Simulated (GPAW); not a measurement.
# CoSi2 (Fm-3m) in GPAW: single point with SCAN+U

Aim: the single point of CoSi2 with SCAN+U.

All numbers are computed with GPAW 26.7.0; they aren't measurements. Logs are shortened: lines on timing, memory, paths and dates and some standing lists are left out, and cuts for length are marked. The log counts tension as positive stress, the text compression.

## 1. Starting point

The structure is cubic, space group Fm-3m (No. 225). Conventional cell: a = 5.356 Å, b = 5.356 Å, c = 5.356 Å, α = 90.00°, β = 90.00°, γ = 90.00°. Around Co (site symmetry m-3m) lie 8 Si at 2.32 Å. Around Si (site symmetry -43m) lie 4 Co at 2.32 Å.

## 2. Single point, SCAN+U, collinear spin, ferromagnetic start

The input, run.py:

```python
from ase import Atoms
from ase.dft.bandgap import bandgap
from ase.io import write
from ase.units import GPa
from gpaw import GPAW, PW

atoms = Atoms(['Co', 'Si', 'Si'],
              cell=[[0.0, 2.678, 2.678],
                    [2.678, 0.0, 2.678],
                    [2.678, 2.678, 0.0]],
              scaled_positions=[[0.0, 0.0, 0.0],
                                [0.75, 0.75, 0.75],
                                [0.25, 0.25, 0.25]],
              pbc=True)
atoms.set_initial_magnetic_moments([3.0, 0.0, 0.0])

calc = GPAW(mode=PW(400),
            xc='MGGA_X_SCAN+MGGA_C_SCAN',
            kpts={'size': (7, 7, 7), 'gamma': True},
            occupations={'name': 'fermi-dirac', 'width': 0.05},
            setups={'Co': ':d,4.0'},
            nbands=20,
            maxiter=120,
            txt='gpaw.txt')
atoms.calc = calc
energy = atoms.get_potential_energy()
forces = atoms.get_forces()
stress = atoms.get_stress()
calc.write('gs.gpw')
write('result.traj', atoms)
print(f'Energy: {energy:.6f} eV')
print('Forces (eV/A):')
print(forces.round(4))
print('Stress (GPa):', (stress / GPa).round(3))
print('Moments:', calc.get_magnetic_moments().round(3))
print('Fermi level:', round(calc.get_fermi_level(), 4), 'eV')
print(f'Gap: {bandgap(calc)[0]:.4f} eV, direct: {bandgap(calc, direct=True)[0]:.4f} eV')
```

Potentials or basis: GPAW PAW data sets (gpaw-data 1.2.1), pw.

Command:

```
$ OMP_NUM_THREADS=1 python run.py
```

gpaw.txt:

```text
__  _  _
 | _ |_)|_||  |
 |__||  | ||/\| - 26.7.0

Input parameters:
  mode=PW(ecut=400.0),
  kpts=MonkhorstPack(size=(7, 7, 7), gamma=True),
  maxiter=120,
  nbands=20,
  occupations=Occupations(name='fermi-dirac', width=0.05),
  setups={'Co': ':d,4.0'},
  xc=XC(name='MGGA_X_SCAN+MGGA_C_SCAN')

Diagonalizing LCAO Hamiltonian
Converting LCAO to pw mode

                    Si

           Si

       Co

Atoms  # Å, Bohr magnetons
|   | symbol |        x |        y |        z |    initial magnetic moments |
|---|--------|----------|----------|----------|-----------------------------|
| 0 |     Co | 0.000000 | 0.000000 | 0.000000 | ( 0.0000,  0.0000,  3.0000) |
| 1 |     Si | 4.017000 | 4.017000 | 4.017000 | ( 0.0000,  0.0000,  0.0000) |
| 2 |     Si | 1.339000 | 1.339000 | 1.339000 | ( 0.0000,  0.0000,  0.0000) |

Unit cell  # Å
| periodic |        x |        y |        z |  lengths |    angles |
|----------|----------|----------|----------|----------|-----------|
|      yes | 0.000000 | 2.678000 | 2.678000 | 3.787264 | 60.000000 |
|      yes | 2.678000 | 0.000000 | 2.678000 | 3.787264 | 60.000000 |
|      yes | 2.678000 | 2.678000 | 0.000000 | 3.787264 | 60.000000 |

Number of symmetries: 48
Symmetry operations  # r_c * U_cc + t_c -> r_c
|    | kind |            matrix            |
|----|------|------------------------------|
|  0 |  σ   |  1, 0, 0,  1, 0,-1,  1,-1, 0 |
|  1 |  C2  |  1, 0, 0,  1,-1, 0,  1, 0,-1 |
|  2 |  E   |  1, 0, 0,  0, 1, 0,  0, 0, 1 |
|  3 |  σ   |  1, 0, 0,  0, 0, 1,  0, 1, 0 |
|  4 |  C4  |  1, 0,-1,  1, 0, 0,  1,-1, 0 |
|  5 |  S6  |  1, 0,-1,  1,-1, 0,  1, 0, 0 |
|  6 |  σ   |  1, 0,-1,  0, 1,-1,  0, 0,-1 |
|  7 |  C3  |  1, 0,-1,  0, 0,-1,  0, 1,-1 |
|  8 |  S6  |  1,-1, 0,  1, 0, 0,  1, 0,-1 |
|  9 |  C4  |  1,-1, 0,  1, 0,-1,  1, 0, 0 |
| 10 |  C3  |  1,-1, 0,  0,-1, 1,  0,-1, 0 |
| 11 |  σ   |  1,-1, 0,  0,-1, 0,  0,-1, 1 |
| 12 |  σ   |  0, 1, 0,  1, 0, 0,  0, 0, 1 |
| 13 |  C4  |  0, 1, 0,  0, 1,-1, -1, 1, 0 |
| 14 |  C3  |  0, 1, 0,  0, 0, 1,  1, 0, 0 |
| 15 |  S6  |  0, 1, 0, -1, 1, 0,  0, 1,-1 |
| 16 |  C2  |  0, 1,-1,  1, 0,-1,  0, 0,-1 |
| 17 |  σ   |  0, 1,-1,  0, 1, 0, -1, 1, 0 |
| 18 |  S4  |  0, 1,-1,  0, 0,-1,  1, 0,-1 |
| 19 |  C4  |  0, 1,-1, -1, 1, 0,  0, 1, 0 |
| 20 |  C3  |  0, 0, 1,  1, 0, 0,  0, 1, 0 |
| 21 |  σ   |  0, 0, 1,  0, 1, 0,  1, 0, 0 |
| 22 |  S6  |  0, 0, 1,  0,-1, 1, -1, 0, 1 |
| 23 |  C4  |  0, 0, 1, -1, 0, 1,  0,-1, 1 |
| 24 |  S4  |  0, 0,-1,  1, 0,-1,  0, 1,-1 |
| 25 |  C3  |  0, 0,-1,  0, 1,-1,  1, 0,-1 |
| 26 |  C2  |  0, 0,-1,  0,-1, 0, -1, 0, 0 |
| 27 |  S6  |  0, 0,-1, -1, 0, 0,  0,-1, 0 |
| 28 |  S4  |  0,-1, 1,  1,-1, 0,  0,-1, 0 |
| 29 |  C4  |  0,-1, 1,  0, 0, 1, -1, 0, 1 |
| 30 |  C2  |  0,-1, 1,  0,-1, 0,  1,-1, 0 |
| 31 |  σ   |  0,-1, 1, -1, 0, 1,  0, 0, 1 |
| 32 |  C3  |  0,-1, 0,  1,-1, 0,  0,-1, 1 |
| 33 |  S6  |  0,-1, 0,  0, 0,-1, -1, 0, 0 |
| 34 |  S4  |  0,-1, 0,  0,-1, 1,  1,-1, 0 |
| 35 |  C2  |  0,-1, 0, -1, 0, 0,  0, 0,-1 |
| 36 |  C2  | -1, 1, 0,  0, 1, 0,  0, 1,-1 |
| 37 |  S6  | -1, 1, 0,  0, 1,-1,  0, 1, 0 |
| 38 |  S4  | -1, 1, 0, -1, 0, 1, -1, 0, 0 |
| 39 |  C3  | -1, 1, 0, -1, 0, 0, -1, 0, 1 |
| 40 |  S6  | -1, 0, 1,  0, 0, 1,  0,-1, 1 |
| 41 |  C2  | -1, 0, 1,  0,-1, 1,  0, 0, 1 |
| 42 |  C3  | -1, 0, 1, -1, 1, 0, -1, 0, 0 |
| 43 |  S4  | -1, 0, 1, -1, 0, 0, -1, 1, 0 |
| 44 |  C2  | -1, 0, 0,  0, 0,-1,  0,-1, 0 |
| 45 |  i   | -1, 0, 0,  0,-1, 0,  0, 0,-1 |
| 46 |  σ   | -1, 0, 0, -1, 1, 0, -1, 0, 1 |
| 47 |  C2  | -1, 0, 0, -1, 0, 1, -1, 1, 0 |

BZ-sampling:
  Number of BZ points: 343
  Number of IBZ points: 20

  Monkhorst-Pack size: [7, 7, 7]
  Monkhorst-Pack shift: [0, 0, 0]

K-points  # in reciprocal-cell coordinates
|     |                                coordinates |     weight |
|-----|--------------------------------------------|------------|
|   0 | (  0.00000000,   0.00000000,   0.00000000) | 0.00291545 |
|   1 | (  0.14285714,   0.14285714,   0.00000000) | 0.01749271 |
|   2 | (  0.14285714,   0.14285714,   0.14285714) | 0.02332362 |
|   3 | (  0.28571429,   0.14285714,   0.14285714) | 0.03498542 |
|   4 | (  0.28571429,   0.28571429,   0.00000000) | 0.01749271 |
|   5 | (  0.28571429,   0.28571429,   0.14285714) | 0.06997085 |
|   6 | (  0.28571429,   0.28571429,   0.28571429) | 0.02332362 |
|   7 | (  0.42857143,  -0.28571429,  -0.28571429) | 0.03498542 |
|   8 | (  0.42857143,   0.28571429,  -0.42857143) | 0.13994169 |
|   9 | (  0.42857143,   0.28571429,  -0.28571429) | 0.06997085 |
| ... |                                            |            |
|  19 | (  0.42857143,   0.42857143,   0.42857143) | 0.02332362 |

Plane wave coefficients: 725
Cutoff: 400.0 eV

Spin-components: 2 (collinear spins)
Bands:           20
Projectors:      16
Spin-degeneracy: 1
Datatype:        complex128

Parallelization:
  kpt:    1
  domain: 1
  band:   1

Density:
  Valence electrons: 17.0
  Components: 2
  Grid points: [18 18 18]
  Charge: 0.0  # |e|

Potential:
  Grid points: [18 18 18]

species:
  Co:
    name:    Cobalt
    Z:       27.0
    valence: 9
    core:    18
    charge:  0.0  # [|e|]
    Hubbard: {U: 4.0,  # eV
              l: 2,
              scale: True}
    compensation charges:
      type: gauss
      rc: 0.32  # [Å]
      lmax: 2
    cutoffs:
      filter: 1.87  # [Å]
      core: 2.55  # [Å]
    projectors
    | kind |    occ | energy [eV] | rcut [Å] |
    |------|--------|-------------|----------|
    |   4s |  2.000 |      -5.469 |    1.005 |
    |   4p |  0.000 |      -1.277 |    1.058 |
    |   3d |  7.000 |      -8.205 |    1.005 |
    |    s |        |      21.742 |    1.005 |
    |    p |        |      25.934 |    1.058 |
    |    d |        |      19.007 |    1.005 |

    Using partial waves for Co as LCAO basis

  Si:
    name:    Silicon
    Z:       14.0
    valence: 4
    core:    10
    charge:  0.0  # [|e|]
    compensation charges:
      type: gauss
      rc: 0.33  # [Å]
      lmax: 2
    cutoffs:
      filter: 1.86  # [Å]
      core: 2.06  # [Å]
    projectors
    | kind |    occ | energy [eV] | rcut [Å] |
    |------|--------|-------------|----------|
    |   3s |  2.000 |     -10.812 |    1.058 |
    |   3p |  2.000 |      -4.081 |    1.058 |
    |    s |        |      16.399 |    1.058 |
    |    p |        |      23.130 |    1.058 |
    |    d |        |       0.000 |    1.058 |

    Using partial waves for Si as LCAO basis

Reference energy: -53675.398406  # eV

eigensolver:
  PPCG
  Converge bands: occupied
  niter=2

density mixing:
  MSR1-Mixer
  Pratt-step length: 0.05
  Maximum mixing coefficient: 0.75
  Old densities: 10
  SVD Regularization: 0.005
  Good broyden scale: 1.0
  Trust region scale: 1.0
  Backstep threshold: 4.0
  History deletion threshold: 6.0
  Fourier metric: weight=20.0, sigma=0.015

occupation numbers:
  Fermi-Dirac:
    width: 0.0500  # eV

poisson solver:
  ecut: 3200.0  # eV

xc functional:
  name: MGGA_X_SCAN+MGGA_C_SCAN with 2 nearest neighbor stencil

convergence criteria:
- Maximum [total energy] change in last 3 cyles: 0.0005 eV / valence electron
- Maximum integral of absolute [dens]ity change: 0.0001 electrons / valence electron
- Maximum integral of absolute [eigenst]ate change: 4e-08 eV^2 / valence electron
maximum number of iterations: 120

SCF iterations
|iter     | |      energy | eigst |  dens |  magmom |
|---------|-|-------------|-------|-------|---------|
|iter:   1| |  -34.185207 | +0.58 |       |  +3.0066|
|iter:   2| |  -33.205503 | -1.28 | -0.62 |  +2.9077|
|iter:   3| |  -33.583454 | -1.57 | -0.68 |  +2.1918|
|iter:   4| |  -34.291668 | -1.61 | -0.92 |  +1.1680|
|iter:   5| |  -34.432254 | -1.95 | -1.10 |  +0.5440|
|iter:   6| |  -34.612998 | -2.11 | -1.43 |  -0.1105|
|iter:   7| |  -34.734734 | -2.08 | -1.33 |  +0.0004|
|iter:   8| |  -34.747950 | -2.53 | -1.88 |  -0.1051|
|iter:   9| |  -34.751240 | -3.23 | -2.02 |  -0.0622|
|iter:  10| |  -34.753570c| -3.94 | -2.40 |  -0.0155|
|iter:  11| |  -34.753888c| -3.97 | -2.73 |  -0.0056|
|iter:  12| |  -34.753959c| -4.80 | -3.26 |  -0.0053|
|iter:  13| |  -34.754044c| -4.50 | -3.50 |  -0.0030|
|iter:  14| |  -34.754068c| -5.43 | -3.91 |  -0.0021|
|iter:  15| |  -34.754085c| -5.08 | -4.01c|  -0.0006|
|iter:  16| |  -34.754090c| -6.31 | -4.39c|  -0.0006|
|iter:  17| |  -34.754092c| -6.30 | -4.34c|  -0.0001|
|iter:  18| |  -34.754093c| -7.00 | -4.69c|  -0.0001|
|iter:  19| |  -34.754094c| -6.82 | -4.61c|  -0.0000|
|iter:  20| |  -34.754094c| -7.67c| -4.95c|  -0.0001|

Converged in 20 steps
Energy contributions relative to reference atoms: (reference = -53675.398406)

Energy contributions:
  Kinetic:          24.696540
  Coulomb:         -18.268387
  Zero:              0.332273
  External:          0.000000
  Xc:              -41.511057
  Entropy:          -0.006927
  Spinorbit:         0.000000
  ----------------------------
  Free energy:     -34.757558
  Extrapolated:    -34.754094

dipole moment: (-14.385932, -14.385932, -14.385932)  # |e|*Ang

Total magnetic moment: (0.000000, 0.000000, -0.000069)

Local magnetic moments
|        x |        y |         z |
|----------|----------|-----------|
| 0.000000 | 0.000000 |  0.000007 |  # Co   0
| 0.000000 | 0.000000 | -0.000051 |  # Si   1
| 0.000000 | 0.000000 | -0.000051 |  # Si   2

Fermi level: 9.378
Eigenvalues  # (at kpt = [0.000, 0.000, 0.000])
| band index |      eig [eV] | occ [0-1] |      eig [eV] | occ [0-1] |
|------------|---------------|-----------|---------------|-----------|
|          0 |        -4.150 |     1.000 |        -4.149 |     1.000 |
|          1 |         5.293 |     1.000 |         5.294 |     1.000 |
|          2 |         5.293 |     1.000 |         5.294 |     1.000 |
|          3 |         5.293 |     1.000 |         5.294 |     1.000 |
|          4 |         6.853 |     1.000 |         6.853 |     1.000 |
|          5 |         6.853 |     1.000 |         6.853 |     1.000 |
|          6 |        10.516 |     0.000 |        10.513 |     0.000 |
|          7 |        13.076 |     0.000 |        13.074 |     0.000 |
|          8 |        13.076 |     0.000 |        13.074 |     0.000 |
|          9 |        13.076 |     0.000 |        13.074 |     0.000 |
|         10 |        13.234 |     0.000 |        13.235 |     0.000 |
|         11 |        13.234 |     0.000 |        13.235 |     0.000 |
|         12 |        13.234 |     0.000 |        13.235 |     0.000 |
|         13 |        15.484 |     0.000 |        15.482 |     0.000 |
|        ... |               |           |               |           |
|         19 |        25.204 |     0.000 |        25.204 |     0.000 |

No gap
No difference between direct/indirect transitions

Forces  # eV/Ang
|        x |        y |        z |
|----------|----------|----------|
| -0.00000 |  0.00000 |  0.00000 |  # Co   0
| -0.00000 | -0.00000 | -0.00000 |  # Si   1
|  0.00000 |  0.00000 |  0.00000 |  # Si   2

Stress tensor  # eV/Ang^3
|        x |        y |        z |
|----------|----------|----------|
| 0.049259 | 0.000000 | 0.000000 |
| 0.000000 | 0.049259 | 0.000000 |
| 0.000000 | 0.000000 | 0.049259 |

# Writing to gs.gpw (mode='')
```

Wall time 96 s (1 thread of Arm Neoverse V1, shared host); peak memory 0.24 GiB.

These settings aren't checked as converged: the numbers below hold their error.

Results:

| Item | Value |
| --- | --- |
| Free energy | -34.7576 eV |
| Pressure | -7.9 GPa |
| Band gap on the k mesh | none (metal or under the smearing width) |
| Net moment | 0.00 μB per cell |

Caveat: the cutoff is short for stress and forces, so pressures can be off by a GPa or more; the starting moments collapsed, and a magnetic state may lie lower; the PAW data sets were made with another functional, which shifts forces and pressure a little; the U is typed as a test and isn't derived for this compound.
